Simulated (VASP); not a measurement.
Input:

```yaml
crystal:
  lattice:
    - [0.00000, 3.07937, 3.07937]
    - [3.07937, 0.00000, 3.07937]
    - [3.07937, 3.07937, 0.00000]
  atoms:
    - { symbol: Al, position: [0.00000, 0.00000, 0.00000] }
    - { symbol: Sb, position: [0.25000, 0.25000, 0.25000] }
```

Computed with optB88-vdW, VASP's PBE PAW potentials (set 64) (plane waves; VASP 6.6.1). Run with 520 eV cut-off, 7×7×7 Γ-centred mesh, Gaussian smearing of 0.050 eV, potentials Al Sb.

### Question
Predict the energy per atom (σ→0), pressure.

### Answer

```yaml
energy per atom (σ→0): -2.437 eV/atom
pressure: 1.65 GPa
```

Only differences to runs with the same potentials and settings are physical.

The compound is AlSb in the zinc blende structure. This cell is one point of a volume scan, at 0.97 of the reference volume.
